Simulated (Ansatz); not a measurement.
LiF (Griceite) in Ansatz: convergence with k mesh

Input of the first run (k mesh 4 × 4 × 4); the others differ in this setting and in those tied to it:

input.yaml

```yaml
crystal:
  lattice:
    - [0.0, 2.014, 2.014]
    - [2.014, 0.0, 2.014]
    - [2.014, 2.014, 0.0]
  atoms:
    - { symbol: F, position: [0.5, 0.5, 0.5] }
    - { symbol: Li, position: [0.0, 0.0, 0.0] }
hamiltonian:
  xc: pbe
  pseudopotentials: { kind: nc }
kpoints:
  mp_grid: { grid: [4, 4, 4] }
scf:
  occupations: { method: fermi_dirac, width: 0.1 }
output:
  forces: true
  stress: true
  eigenvalues: true
```

Potentials or basis: Ansatz NC.

The run is started by

```sh
$ ansatz run input.yaml --threads 2 --pin off --max-ram 5632MiB --backend cpu --events-out ev --progress --plain --runs-dir out
```

Hardware: 2 threads of AMD EPYC 7R43 64-Core Processor (Zen 3), on a shared host.

```
      k mesh  energy less the tightest run, at zero smearing (meV/atom)  SCF cycles  CPU time (s)  peak memory (GiB)
   4 × 4 × 4                                                       0.84           7          0.81               0.28
   5 × 5 × 5                                                       0.08           7           0.8               0.28
   7 × 7 × 7                                                       0.00           7           1.2                0.3
   8 × 8 × 8                                                       0.00           7           1.6                0.3
10 × 10 × 10                                                       0.00           7           2.6               0.32
13 × 13 × 13                                                       0.00           7           4.2               0.35
16 × 16 × 16                                                       0.00           7           6.5               0.39
19 × 19 × 19                                                       0.00           7           9.8               0.42
```

Against the tightest run, the energy stays within 1 meV/atom from 4 × 4 × 4 on. Meshes of other sizes hit other points, so gaps and Fermi surfaces needn't settle smoothly. The tightest run that finished is the yardstick and may itself not be fully converged.

Caveat, for the tightest run too: odd divisions of the mesh miss points on the zone boundary, where band edges often lie, so the gap on the mesh can be too wide.
